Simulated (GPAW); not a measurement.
A run of GPAW 26.7.0 is set up as follows.

The input run.py:

```python
from ase.filters import FrechetCellFilter
from ase.io import read, write
from ase.optimize import BFGS
from gpaw import GPAW, PW

atoms = read('POSCAR')

calc = GPAW(mode=PW(600),
            xc='RPBE',
            kpts={'size': (9, 9, 5), 'gamma': True},
            occupations={'name': 'fermi-dirac', 'width': 0.05},
            nbands=25,
            convergence={'density': 1e-05, 'forces': 0.0001},
            maxiter=150,
            txt='gpaw.txt')
atoms.calc = calc
opt = BFGS(FrechetCellFilter(atoms), trajectory='relax.traj', logfile='-')
done = opt.run(fmax=0.02, steps=40)
calc.write('gs.gpw')
write('result.traj', atoms)
print('Converged:', done)
print('Cell:', atoms.cell.cellpar().round(4))
print('Volume:', round(atoms.get_volume(), 4))
print(atoms.get_scaled_positions().round(5))
```

File POSCAR:

```
TaS2
1.0
    3.3500000000      0.0000000000      0.0000000000
   -1.6750000000      2.9011851027      0.0000000000
    0.0000000000      0.0000000000      5.8600000000
Ta S
1 2
Direct
    0.0000000000      0.0000000000      0.0000000000
    0.6666666667      0.3333333333      0.7500000000
    0.3333333333      0.6666666667      0.2500000000
```

Potentials or basis: the program's PAW data sets (release 1.2.1) made for this functional, pw.

Run with:

```sh
$ OMP_NUM_THREADS=1 python run.py
```

Question: What does it give for the space group after relaxing (to 0.05 Å)?

Answer: P-3m1 (No. 164).

Question: Estimate the relaxed volume.

Answer: 25.52 Å³/atom.

Question: What does it give for the relaxed cell?

Answer: a = 3.410 Å, b = 3.410 Å, c = 7.601 Å, α = 90.00°, β = 90.00°, γ = 120.00°.

Question: What does it give for the band gap on the k mesh?

Answer: None (metal or under the smearing width).

The path:
```tsv
step	energy change (eV)	largest force (eV/Å)	pressure (GPa)	volume (Å³)
1	0.0000	1.4015	12.48	56.95
2	-0.1200	0.6641	7.29	58.17
3	-0.1806	0.1807	1.49	59.87
4	-0.1842	0.2509	0.91	60.19
5	-0.1977	0.3932	-0.64	61.51
6	-0.2158	0.4239	-1.77	63.41
7	-0.2397	0.2695	-2.12	66.26
8	-0.2533	0.0128	-1.40	68.28
9	-0.2599	0.1369	-0.67	68.88
10	-0.2708	0.2962	0.44	69.31
11	-0.2853	0.3554	1.39	69.72
12	-0.2997	0.2328	1.51	70.70
13	-0.3077	0.0711	0.84	72.51
14	-0.3120	0.0060	0.19	74.86
15	-0.3133	0.0012	0.01	76.56
```

Caveat: later steps reuse the first step's grids; the volume moved by over 15 % at a fixed basis, so the end points are rough; this functional lacks dispersion, which binds the layers, so the pressure and a relaxed spacing across them are unreliable, and here the layers came unbound; the volume moved by +34 % from the deposited cell, more than functionals usually miss. Zero-point motion and thermal expansion aren't in these numbers.
